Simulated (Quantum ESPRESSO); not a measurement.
# Al: phonons with PBE

Al:

```xyz
1
Lattice="0.0000 2.0248 2.0248 2.0248 0.0000 2.0248 2.0248 2.0248 0.0000" Properties=species:S:1:pos:R:3 pbc="T T T"
Al    0.0000    0.0000    0.0000
```

* Program: Quantum ESPRESSO 7.5
* Task: phonons
* Functional: PBE
* Potentials or basis: GBRV 1.5 PBE
* Cutoff: 612 eV
* Density cutoff: 4898 eV
* k mesh: 11 × 11 × 11
* Occupations: cold, width 0.2 eV
* Spin: no spin polarisation
* Mixing beta: 0.5
* Most SCF iterations: 120
* SCF threshold: 2e-10 Ry

The pressure after relaxing is -0.4 GPa. The band gap on the k mesh is none (metal or under the smearing width) and the highest phonon frequency at the q point run is 322 cm⁻¹.

Levels at points of the mesh, in eV from the Fermi level:
```
           k point  band 1  band 2  band 3  band 4
(0.00, 0.00, 0.00)  -11.14   12.57   12.57   13.81
```

Phonon frequencies in cm⁻¹ (negative: imaginary):
| q point | frequencies |
| --- | --- |
| (0.500, 0.000, 0.500) | 194 194 322 |

Phonon modes at q = (0.500, 0.000, 0.500) in reciprocal lattice units:
| mode | symmetry | cm⁻¹ |
| --- | --- | --- |
| 1 | E_u | 194 |
| 2 | E_u | 194 |
| 3 | A_2u | 322 |

Wall time 21 s on 1 thread of Arm Neoverse V2, with other jobs on the host, peak memory 0.09 GiB.

Caveat: the q point doesn't lie on the k mesh, which can shift a metal's frequencies strongly unless the mesh is converged.
